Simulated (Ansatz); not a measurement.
Crystal: SiC (Moissanite 6H).

```xyz
12
Lattice="3.0950 0.0000 0.0000 -1.5475 2.6803 0.0000 0.0000 0.0000 15.1700" Properties=species:S:1:pos:R:3 pbc="T T T"
Si    1.5475    0.8934    6.9524
Si    0.0000    1.7869   14.5374
Si    1.5475    0.8934   12.0101
Si    0.0000    1.7869    4.4251
Si    0.0000    0.0000    9.4812
Si    0.0000    0.0000    1.8962
C     1.5475    0.8934    5.0562
C     0.0000    1.7869   12.6412
C     1.5475    0.8934   10.1138
C     0.0000    1.7869    2.5288
C     0.0000    0.0000    7.5850
C     0.0000    0.0000    0.0000
```

Base run:

| Item | Value |
| --- | --- |
| Program | Ansatz 0.2.0 |
| Functional | PBE |
| Potentials or basis | Ansatz PAW |
| Cutoff | 800 eV |
| Density cutoff | 3200 eV |
| k mesh | 10 × 10 × 2 |
| Occupations | fermi-dirac, width 0.05 eV |
| Spin | no spin polarisation |

Its results: band gap on the k mesh 2.03 eV, indirect (least direct gap 3.12 eV); pressure 0.2 GPa; largest force 0.142 eV/Å.

Problem. The run is repeated on the same cell with these changes: functional from PBE to LDA; potentials or basis from Ansatz PAW to JTH PAW LDA; cutoff from 800 eV to 780 eV; density cutoff from 3200 eV to 3900 eV. What comes out?

Solution. Band gap on the k mesh 1.98 eV, indirect (least direct gap 3.09 eV); pressure -7.6 GPa; largest force 0.145 eV/Å.
